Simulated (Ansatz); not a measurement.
# NbP (zincblende type): how the settings move a single-point run

How sensitive is a single-point run of NbP (zincblende type) to its settings? A reference run comes first, then one run with altered input.

Computed with Ansatz 0.2.0 (reference: DFT, PBE, all-electron LAPW, scalar-relativistic, unless a step's input says otherwise).

## 1. The structure to begin with

It takes space group F-43m (No. 216, cubic). The conventional cell has a = 5.587 Å, b = 5.587 Å, c = 5.587 Å, α = 90.00°, β = 90.00°, γ = 90.00°. Nb (site symmetry -43m) has 4 P at 2.42 Å in its first shell of neighbours. P (site symmetry -43m) is surrounded by 4 Nb at 2.42 Å.

Structure file:

```cif
data_structure
_symmetry_space_group_name_H-M 'F-43m'
_symmetry_Int_Tables_number 216
_cell_length_a 5.5872
_cell_length_b 5.5872
_cell_length_c 5.5872
_cell_angle_alpha 90.000
_cell_angle_beta 90.000
_cell_angle_gamma 90.000
_cell_volume 174.42
loop_
_atom_site_label
_atom_site_type_symbol
_atom_site_symmetry_multiplicity
_atom_site_Wyckoff_symbol
_atom_site_fract_x
_atom_site_fract_y
_atom_site_fract_z
_atom_site_occupancy
Nb1 Nb 4 a 0.00000 0.00000 0.00000 1
P1 P 4 d 0.25000 0.25000 0.75000 1
```

## 2. Reference

Input file input.yaml:

```yaml
crystal:
  lattice:
    - [0.0, 2.7936133504, 2.7936133504]
    - [2.7936133504, 0.0, 2.7936133504]
    - [2.7936133504, 2.7936133504, 0.0]
  atoms:
    - { symbol: Nb, position: [0.0, 0.0, 0.0] }
    - { symbol: P, position: [0.25, 0.25, 0.25] }
kpoints:
  mp_grid: { grid: [12, 12, 12] }
  band_path:
    path:
      - [0.0, 0.0, 0.0]
      - [-0.5, -0.5, 0.0]
      - [-0.375, -0.375, 0.25]
      - [-0.375, 0.0, 0.375]
      - [0.0, 0.0, 0.0]
      - [0.0, 0.0, 0.5]
      - [-0.5, -0.25, 0.25]
      - [-0.5, -0.5, 0.0]
    npoints: 14
scf:
  occupations: { method: fermi_dirac, width: 0.08 }
hamiltonian:
  xc: pbe
  pseudopotentials: { kind: all_electron, lapw: { basis_error: 0.001 } }
output:
  forces: true
  stress: true
  eigenvalues: true
  populations: true
  dos: { projected: true, de: 0.2, e_range: [-14, 8] }
```

Launch:

```sh
> ansatz run input.yaml --threads 1 --pin off --max-ram 2048MiB --backend cpu --events-out ev --progress --plain --runs-dir out
```

## 3. Variant: mp_grid.grid [10, 10, 10], scf.algorithm direct_min, xc revpbe

input.yaml: that of step 2 with these lines changed.

```diff
@@ -9,3 +9,3 @@
 kpoints:
-  mp_grid: { grid: [12, 12, 12] }
+  mp_grid: { grid: [10, 10, 10] }
   band_path:
@@ -23,4 +23,5 @@
   occupations: { method: fermi_dirac, width: 0.08 }
+  algorithm: direct_min
 hamiltonian:
-  xc: pbe
+  xc: revpbe
   pseudopotentials: { kind: all_electron, lapw: { basis_error: 0.001 } }
@@ -31,2 +32 @@
   populations: true
-  dos: { projected: true, de: 0.2, e_range: [-14, 8] }
```

Q: Predict the outcome of this session. Wanted: for each run, ending; energy change; pressure; gap; force.

**Answer**, as computed:

| run | ending | energy change | pressure (GPa) | gap (eV) | force (eV/Å) | cycles | time |
| --- | --- | --- | --- | --- | --- | --- | --- |
| reference | converged | - | 0.0 | 0.00 | 0.00 | 8 | 36 s |
| 1: mp_grid.grid [10, 10, 10], scf.algorithm direct_min, xc revpbe | converged | not comparable | 1.3 | 0.00 | 0.00 | 6 | 48 s |

Times don't compare one to one where runs were asked for different outputs or read a saved state (see the inputs); cycles may leave out searches for a lower state.

Residual by cycle in the longest SCF loop of each run; runs are numbered as in the table. The quantity is the density residual dr2, in eV.

| cycle | reference | run 1 |
| --- | --- | --- |
| 1 | 3.69 | 3.71 |
| 2 | 0.105 | 0.309 |
| 3 | 0.0506 | 0.0175 |
| 4 | 5.5e-4 | 9.6e-5 |
| 5 | 6.4e-5 | 7.6e-8 |
| 6 | 3.0e-6 | 1.3e-9 |
| 7 | 1.4e-7 | - |
| 8 | 2.1e-9 | - |

**Reading.** A change of functional puts the total energy on another scale; the pressure goes from 0.0 to 1.3 GPa. The k-point mesh changed too.
